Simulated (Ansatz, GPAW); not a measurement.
# Geometry or basis: what sets the conductance of a C3 chain between two Rh chains, part 3 of 4

How well does a C3 chain between two Rh chains conduct once its atoms have relaxed, and how much do cheaper levels lose?

GPAW 26.7.0 and Ansatz 0.2.0; Ansatz plane waves; relaxation of the junction with the lead ends held (the session's first sound run).

So far, transmission at the Fermi level (one spin): step 3 (plane waves, PBE) 0.832.

### 4. Double-zeta polarised basis

Localised orbitals split the wire into layers that couple to their neighbours alone, which is what the Green's function method needs; double zeta with polarisation is the usual level for numbers.

This step: GPAW LCAO, PAW setups; Landauer transmission from Green's functions with principal layers (ASE), zero bias (GPAW 26.7.0).

Input file run.py:

```python
import json
import numpy as np
from ase import Atoms
from ase.transport.calculators import TransportCalculator
from gpaw import GPAW, FermiDirac
from gpaw.lcao.tools import get_lcao_hamiltonian
from scipy.linalg import eigh

# The junction with lead layers at both ends, along the third cell vector
device = Atoms(
    ['Rh', 'Rh', 'Rh', 'Rh', 'Rh', 'Rh', 'Rh', 'Rh', 'C', 'C', 'C', 'Rh', 'Rh', 'Rh', 'Rh', 'Rh', 'Rh', 'Rh', 'Rh'],
    positions=[
        [4.50000, 4.50000, 1.15000],
        [4.50000, 4.50000, 3.45000],
        [4.50000, 4.50000, 5.75000],
        [4.50000, 4.50000, 8.05000],
        [4.50000, 4.50000, 10.35000],
        [4.50000, 4.50000, 12.65000],
        [4.73875, 4.28145, 14.94690],
        [4.03844, 4.90455, 17.21211],
        [4.39748, 4.58706, 18.99562],
        [4.49692, 4.49276, 20.29989],
        [4.58326, 4.38843, 21.60436],
        [4.87130, 4.00554, 23.38716],
        [4.30045, 4.75726, 25.65452],
        [4.50000, 4.50000, 27.95140],
        [4.50000, 4.50000, 30.25140],
        [4.50000, 4.50000, 32.55140],
        [4.50000, 4.50000, 34.85140],
        [4.50000, 4.50000, 37.15140],
        [4.50000, 4.50000, 39.45140]],
    cell=[[9.0, 0.0, 0.0], [0.0, 9.0, 0.0], [0.0, 0.0, 40.6014]],
    pbc=True)

# One principal layer of the lead: the first 5 atoms of the device
lead = Atoms(
    ['Rh', 'Rh', 'Rh', 'Rh', 'Rh'],
    positions=[
        [4.50000, 4.50000, 1.15000],
        [4.50000, 4.50000, 3.45000],
        [4.50000, 4.50000, 5.75000],
        [4.50000, 4.50000, 8.05000],
        [4.50000, 4.50000, 10.35000]],
    cell=[[9.0, 0.0, 0.0], [0.0, 9.0, 0.0], [0.0, 0.0, 11.5]],
    pbc=True)

settings = dict(mode='lcao', basis='dzp', xc='PBE', h=0.2,
                occupations=FermiDirac(0.1), maxiter=250,
                mixer=dict(beta=0.1, nmaxold=8, weight=100.0),
                convergence=dict(density=0.0001))
energies = np.arange(-2, 2 + 1e-9, 0.025)
eta = 0.0001
n1, n2 = 1, 1
# k and -k transmit alike, so half of the mesh across the current serves
mesh = [(i, j) for i in range(n1) for j in range(n2) if (i, j) <= (-i % n1, -j % n2)]
weights = np.array([1 if (i, j) == (-i % n1, -j % n2) else 2 for i, j in mesh]) / (n1 * n2)

# [... helper functions left out ...]
fermi_lead = ground_state(lead, (1, 1, 10), 'lead.txt')
fermi_device = ground_state(device, (1, 1, 2), 'device.txt')
# [... loop over the mesh left out, but for ...]
        # Shift the lead onto the potential of the device's first layer
        shift = ((H[:, 0, 0] - H0[:, 0, 0]) / S0[0, 0]).real.mean()
# [...]
kT = 8.617333e-5 * 300
bias = [0.1, 0.2, 0.5, 1.0, 1.5, 2.0]
# [... integrals and printing left out ...]
```

Launch:

```sh
OMP_NUM_THREADS=1 OPENBLAS_NUM_THREADS=1 python run.py
```

Numbers of over 12 decimals in the logs are rounded to 6 here.

The program printed:

```text
basis functions: device 471, principal layer 135
Fermi level: lead -3.7264 eV, device -3.7909 eV; lead shifted by -0.0011 eV
largest coupling past the next layer 2.07e-04 eV, largest misfit of the first layer 0.073 eV
  E-E_F (eV)   T (one spin)  [channel counts left out]
    -2.000    1.5896e+00
    -1.975    1.6002e+00
    -1.950    1.6127e+00
    -1.925    1.6271e+00
    -1.900    1.6433e+00
    -1.875    1.6610e+00
    -1.850    1.6802e+00
    -1.825    1.7006e+00
    -1.800    1.7221e+00
    -1.775    1.7444e+00
    -1.750    1.7672e+00
    -1.725    1.7904e+00
    -1.700    1.8136e+00
    -1.675    1.8365e+00
    -1.650    1.8588e+00
    -1.625    1.8802e+00
[...]
1.825    3.7785e-03
     1.850    4.5335e-03
     1.875    5.2797e-03
     1.900    6.0125e-03
     1.925    6.7295e-03
     1.950    7.4296e-03
     1.975    8.1126e-03
     2.000    8.7790e-03
conductance at 300 K: 0.83048 G0 a cell; thermopower 30.02 uV/K
current from the zero-bias T(E) at 0.1 V: 6.5053 uA
current from the zero-bias T(E) at 0.2 V: 13.16 uA
current from the zero-bias T(E) at 0.5 V: 31.715 uA
current from the zero-bias T(E) at 1.0 V: 57.246 uA
current from the zero-bias T(E) at 1.5 V: 96.556 uA
current from the zero-bias T(E) at 2.0 V: 140.52 uA
```

Wall time 5.9 min (1 thread of Intel Xeon Platinum 8559C (Emerald Rapids), shared host); peak memory 1.6 GiB.

This step gave:

```
conductance                                    : 0.8305 G₀
largest coupling past the next principal layer : 2.07e-4 eV
largest misfit of the first principal layer    : 0.07269 eV
shift that aligns the lead                     : -0.001075 eV
basis functions of the junction                : 471
basis functions of a principal layer           : 135
transmission at the Fermi level (one spin)     : 0.7809
```

One spin. The transmission, zone mean by energy, zero at the Fermi level:

```
energy (eV)  transmission, zone mean
     -2.000                     1.59
     -1.800                     1.72
     -1.600                     1.90
     -1.400                     2.00
     -1.200                     2.01
     -1.000                     2.03
     -0.825                     2.03
     -0.800                     2.03
     -0.600                     1.74
     -0.400                    0.831
     -0.200                     1.09
     -0.050                     1.18
      0.000                    0.781
      0.200                    0.474
      0.400                    0.383
      0.600                    0.327
      0.800                    0.284
      1.000                    0.157
      1.200                    0.163
      1.375                    0.990
      1.400                    0.818
      1.600                  0.00208
      1.800                  0.00302
      2.000                  0.00878
```

Not self-consistent under bias; the bias window is split evenly. Table of current through one cell, from the zero-bias transmission by bias:

```
bias (V)  current through one cell, from the zero-bias transmission (μA)
   0.100                                                            6.51
   0.200                                                            13.2
   0.500                                                            31.7
   1.000                                                            57.2
   1.500                                                            96.6
   2.000                                                             141
```

The transmission of the three most open eigenchannels by energy, zero at the Fermi level:

```
energy (eV)  channel 1  channel 2  channel 3
     -2.000      0.982      0.606    0.00202
     -1.900      0.985      0.655    0.00282
     -1.800      0.987      0.731    0.00394
     -1.700      0.989      0.819    0.00552
     -1.600      0.991      0.902    0.00776
     -1.500      0.994      0.960     0.0110
     -1.400      0.998      0.986     0.0157
     -1.300      0.995      0.993     0.0228
     -1.200      0.998      0.982     0.0339
     -1.100      0.996      0.988     0.0379
     -1.000      0.997      0.995     0.0365
     -0.900      0.996      0.994     0.0398
     -0.800      0.997      0.997     0.0393
     -0.700      0.996      0.982     0.0356
     -0.600      0.865      0.840     0.0314
     -0.500      0.554      0.481     0.0307
     -0.400      0.414      0.381     0.0358
     -0.300      0.468      0.392     0.0425
     -0.200      0.631      0.411     0.0523
     -0.100      0.631      0.441     0.0807
      0.000      0.415      0.199      0.167
      0.100      0.309      0.149      0.120
      0.200      0.298     0.0989     0.0771
      0.300      0.290     0.0877     0.0409
      0.400      0.279     0.0800     0.0233
      0.500      0.265     0.0742     0.0140
      0.600      0.249     0.0695    0.00863
      0.700      0.234     0.0653    0.00531
      0.800      0.221     0.0598    0.00301
      0.900      0.190     0.0498     6.3e-4
      1.000      0.128     0.0292     2.8e-4
      1.100      0.102     1.2e-8     2.8e-9
      1.200      0.163     1.1e-8    2.8e-11
      1.300      0.382     1.1e-8    4.7e-12
      1.400      0.818     1.1e-8    3.1e-12
      1.500      0.191     1.1e-8    4.1e-10
      1.600    0.00208     9.9e-9          0
      1.700     3.9e-4     1.5e-8          0
      1.800    0.00302     1.2e-8          0
      1.900    0.00601     1.2e-8          0
      2.000    0.00878     1.2e-8          0
```

At the Fermi level T is 0.781 against 0.832 in plane waves. Couplings past the next layer reach 2.1e-4 eV, small enough to drop; the matrix elements of the cell's first layer differ from the bulk lead's by up to 0.073 eV. That layer keeps its own values in the calculation, and only beyond it is the lead taken as perfect. The Fermi levels of lead and junction count from different zeros of potential, one for each periodic cell; with both set to zero, the small remaining shift is what aligns them. By hand: G = 0.8305 × 77.48 μS = 64.3 μS, a resistance of 15.5 kΩ; at 0.1 V a linear junction would pass 6.43 μA, and the integral over the bias window gives 6.51 μA.

### 5. Single-zeta polarised basis

One radial function a shell plus polarisation makes the matrices smaller; the question is what that costs.

run.py: that of step 4 with these lines changed.

```diff
@@ -46,3 +46,3 @@
 
-settings = dict(mode='lcao', basis='dzp', xc='PBE', h=0.2,
+settings = dict(mode='lcao', basis='szp(dzp)', xc='PBE', h=0.2,
                 occupations=FermiDirac(0.1), maxiter=250,
```

The program printed:

```text
basis functions: device 267, principal layer 75
Fermi level: lead -3.6290 eV, device -3.7976 eV; lead shifted by -0.0000 eV
largest coupling past the next layer 2.08e-04 eV, largest misfit of the first layer 0.086 eV
  E-E_F (eV)   T (one spin)  [channel counts left out]
    -2.000    1.5882e+00
    -1.975    1.6058e+00
    -1.950    1.6251e+00
[...]
1.975    8.2192e-03
     2.000    8.6414e-03
conductance at 300 K: 0.8598 G0 a cell; thermopower 25.59 uV/K
current from the zero-bias T(E) at 0.1 V: 6.6903 uA
current from the zero-bias T(E) at 0.2 V: 13.379 uA
current from the zero-bias T(E) at 0.5 V: 31.397 uA
current from the zero-bias T(E) at 1.0 V: 53.548 uA
current from the zero-bias T(E) at 1.5 V: 86.737 uA
current from the zero-bias T(E) at 2.0 V: 130.43 uA
```

The job ended after 3.8 min (1 thread; peak memory 1.5 GiB).

This step gave:

```
conductance                                    : 0.8598 G₀
largest coupling past the next principal layer : 2.08e-4 eV
largest misfit of the first principal layer    : 0.08589 eV
shift that aligns the lead                     : -2.33e-5 eV
basis functions of the junction                : 267
basis functions of a principal layer           : 75
transmission at the Fermi level (one spin)     : 0.8339
```

One spin. Transmission, zone mean against energy, zero at the Fermi level:

energy (eV), transmission, zone mean and a bar:
```
   -2.000       1.59 ########################
   -1.900       1.67 #########################
   -1.800       1.77 ##########################
   -1.700       1.87 ############################
   -1.600       1.95 #############################
   -1.500       1.98 ##############################
   -1.400       1.98 ##############################
   -1.300       1.97 #############################
   -1.200       1.97 #############################
   -1.100       2.01 ##############################
   -1.075       2.01 ##############################
   -1.000       2.00 ##############################
   -0.900       2.01 ##############################
   -0.800       2.00 ##############################
   -0.700       1.85 ############################
   -0.600       1.22 ##################
   -0.500       0.73 ###########
   -0.400       0.67 ##########
   -0.300       0.80 ############
   -0.200       1.04 ################
   -0.100       1.12 #################
   -0.050       1.13 #################
    0.000       0.83 ############
    0.100       0.60 #########
    0.200       0.47 #######
    0.300       0.42 ######
    0.400       0.38 ######
    0.500       0.36 #####
    0.600       0.34 #####
    0.700       0.32 #####
    0.800       0.31 #####
    0.900       0.24 ####
    1.000       0.18 ###
    1.100       0.16 ##
    1.200       0.51 ########
    1.250       0.99 ###############
    1.300       0.37 ######
    1.400       0.02 
    1.500       0.00 
    1.600       0.00 
    1.700       0.00 
    1.800       0.00 
    1.900       0.01 
    2.000       0.01
```

The conductance, 0.860 G₀, lies 3.5 % above that of the dzp run.

### 6. Minimal basis

The minimal basis is the cheapest rung: no second zeta and no polarisation.

run.py: that of step 5 with these lines changed.

```diff
@@ -46,3 +46,3 @@
 
-settings = dict(mode='lcao', basis='szp(dzp)', xc='PBE', h=0.2,
+settings = dict(mode='lcao', basis='sz(dzp)', xc='PBE', h=0.2,
                 occupations=FermiDirac(0.1), maxiter=250,
```

The program printed:

```text
basis functions: device 204, principal layer 60
Fermi level: lead -3.6415 eV, device -3.8239 eV; lead shifted by -0.0005 eV
largest coupling past the next layer 2.07e-04 eV, largest misfit of the first layer 0.040 eV
  E-E_F (eV)   T (one spin)  [channel counts left out]
    -2.000    1.6468e+00
    -1.975    1.6677e+00
    -1.950    1.6899e+00
[...]
1.975    5.6480e-03
     2.000    5.9271e-03
conductance at 300 K: 0.87572 G0 a cell; thermopower 24.8 uV/K
current from the zero-bias T(E) at 0.1 V: 6.8232 uA
current from the zero-bias T(E) at 0.2 V: 13.675 uA
current from the zero-bias T(E) at 0.5 V: 32.193 uA
current from the zero-bias T(E) at 1.0 V: 55.159 uA
current from the zero-bias T(E) at 1.5 V: 89.435 uA
current from the zero-bias T(E) at 2.0 V: 133.24 uA
```

Run time: 3 min. Hardware: 1 thread; peak memory 1.4 GiB.

Numbers from this step:

```yaml
conductance: 0.8757 G₀
largest_coupling_past_the_next_principal_layer: 2.07e-4 eV
largest_misfit_of_the_first_principal_layer: 0.03996 eV
shift_that_aligns_the_lead: -5.02e-4 eV
basis_functions_of_the_junction: 204
basis_functions_of_a_principal_layer: 60
transmission_at_the_fermi_level_one_spin: 0.8417
```

One spin. The transmission, zone mean by energy, zero at the Fermi level:

energy (eV), transmission, zone mean and a bar:
```
   -2.000       1.65 #########################
   -1.900       1.74 ##########################
   -1.800       1.83 ###########################
   -1.700       1.92 #############################
   -1.600       1.97 #############################
   -1.500       1.98 ##############################
   -1.400       1.98 ##############################
   -1.300       1.97 #############################
   -1.200       1.97 #############################
   -1.100       2.00 ##############################
   -1.075       2.00 ##############################
   -1.000       2.00 ##############################
   -0.900       2.00 ##############################
   -0.800       2.00 ##############################
   -0.700       1.86 ############################
   -0.600       1.28 ###################
   -0.500       0.76 ###########
   -0.400       0.67 ##########
   -0.300       0.82 ############
   -0.200       1.05 ################
   -0.100       1.14 #################
   -0.050       1.15 #################
    0.000       0.84 #############
    0.100       0.62 #########
    0.200       0.50 #######
    0.300       0.44 #######
    0.400       0.41 ######
    0.500       0.38 ######
    0.600       0.36 #####
    0.700       0.34 #####
    0.800       0.33 #####
    0.900       0.25 ####
    1.000       0.18 ###
    1.100       0.18 ###
    1.200       0.64 ##########
    1.225       0.93 ##############
    1.300       0.26 ####
    1.400       0.02 
    1.500       0.00 
    1.600       0.00 
    1.700       0.00 
    1.800       0.00 
    1.900       0.00 
    2.000       0.01
```

The conductance, 0.876 G₀, lies 5.4 % above that of the dzp run.

### 7. RPBE in the dzp basis: xc = "RPBE"

Back in the dzp basis, the functional changes from PBE to RPBE, to set the spread between functionals beside that between bases.

run.py: that of step 6 with these lines changed.

```diff
@@ -46,3 +46,3 @@
 
-settings = dict(mode='lcao', basis='sz(dzp)', xc='PBE', h=0.2,
+settings = dict(mode='lcao', basis='dzp', xc='RPBE', h=0.2,
                 occupations=FermiDirac(0.1), maxiter=250,
```

The program printed:

```text
basis functions: device 471, principal layer 135
Fermi level: lead -3.6037 eV, device -3.6688 eV; lead shifted by -0.0009 eV
largest coupling past the next layer 2.03e-04 eV, largest misfit of the first layer 0.075 eV
  E-E_F (eV)   T (one spin)  [channel counts left out]
    -2.000    1.5847e+00
    -1.975    1.5961e+00
    -1.950    1.6094e+00
[...]
1.975    9.1512e-03
     2.000    9.8468e-03
conductance at 300 K: 0.82919 G0 a cell; thermopower 28.92 uV/K
current from the zero-bias T(E) at 0.1 V: 6.4947 uA
current from the zero-bias T(E) at 0.2 V: 13.141 uA
current from the zero-bias T(E) at 0.5 V: 31.729 uA
current from the zero-bias T(E) at 1.0 V: 56.99 uA
current from the zero-bias T(E) at 1.5 V: 95.503 uA
current from the zero-bias T(E) at 2.0 V: 139.44 uA
```

The job ended after 5.2 min (1 thread; peak memory 1.6 GiB).

Numbers from this step:

```yaml
conductance: 0.8292 G₀
largest_coupling_past_the_next_principal_layer: 2.03e-4 eV
largest_misfit_of_the_first_principal_layer: 0.07518 eV
shift_that_aligns_the_lead: -9.38e-4 eV
basis_functions_of_the_junction: 471
basis_functions_of_a_principal_layer: 135
transmission_at_the_fermi_level_one_spin: 0.7840
```

The conductance equals that of the dzp run to 0.2 %.

### 8. The structure as built: geometry = "as built"

The dzp basis with PBE on the structure as first built shows what the relaxation was worth.

run.py: that of step 7 with these lines changed.

```diff
@@ -18,9 +18,9 @@
         [4.50000, 4.50000, 12.65000],
-        [4.73875, 4.28145, 14.94690],
-        [4.03844, 4.90455, 17.21211],
-        [4.39748, 4.58706, 18.99562],
-        [4.49692, 4.49276, 20.29989],
-        [4.58326, 4.38843, 21.60436],
-        [4.87130, 4.00554, 23.38716],
-        [4.30045, 4.75726, 25.65452],
+        [4.50000, 4.50000, 14.95000],
+        [4.50000, 4.50000, 17.25000],
+        [4.50000, 4.50000, 19.01570],
+        [4.50000, 4.50000, 20.24570],
+        [4.50000, 4.50000, 21.58570],
+        [4.50000, 4.50000, 23.35140],
+        [4.50000, 4.50000, 25.65140],
         [4.50000, 4.50000, 27.95140],
@@ -46,3 +46,3 @@
 
-settings = dict(mode='lcao', basis='dzp', xc='RPBE', h=0.2,
+settings = dict(mode='lcao', basis='dzp', xc='PBE', h=0.2,
                 occupations=FermiDirac(0.1), maxiter=250,
```

The program printed:

```text
basis functions: device 471, principal layer 135
Fermi level: lead -3.7264 eV, device -3.8119 eV; lead shifted by -0.0048 eV
largest coupling past the next layer 2.07e-04 eV, largest misfit of the first layer 0.177 eV
  E-E_F (eV)   T (one spin)  [channel counts left out]
    -2.000    1.9236e+00
    -1.975    1.9257e+00
    -1.950    1.9276e+00
[...]
1.975    6.4967e-03
     2.000    6.4187e-03
conductance at 300 K: 1.6397 G0 a cell; thermopower 1.124 uV/K
current from the zero-bias T(E) at 0.1 V: 12.697 uA
current from the zero-bias T(E) at 0.2 V: 25.351 uA
current from the zero-bias T(E) at 0.5 V: 62.669 uA
current from the zero-bias T(E) at 1.0 V: 121 uA
current from the zero-bias T(E) at 1.5 V: 173.6 uA
current from the zero-bias T(E) at 2.0 V: 219.09 uA
```

The job ended after 5.8 min (1 thread; peak memory 1.6 GiB).

This step gave:

* conductance: 1.640 G₀
* largest coupling past the next principal layer: 2.07e-4 eV
* largest misfit of the first principal layer: 0.1768 eV
* shift that aligns the lead: -0.004817 eV
* transmission at the Fermi level (one spin): 1.642

The conductance, 1.64 G₀, lies 97 % above that of the dzp run.

### 9. All levels side by side

Times are wall times on the hardware named with each run. The series side by side:

```
no.       run  conductance (G₀)     time  memory (GiB)
  1    pw PBE            0.8426    100 s           5.1
  2       dzp            0.8305  5.9 min           1.6
  3       szp            0.8598  3.8 min           1.5
  4        sz            0.8757    3 min           1.4
  5  dzp RPBE            0.8292  5.2 min           1.6
  6   asbuilt             1.640  5.8 min           1.6
```

[end of part 3 of 4]

[Logs are printed without paths, hosts, clocks, repeated set-up lines and the standing remarks that a program may print on its own settings, such as how far it seeks lower states.]

[Hosts, paths, dates, database ids (printed as entryN), source tags and the programs' standing remarks are cut or masked in the printed files.]
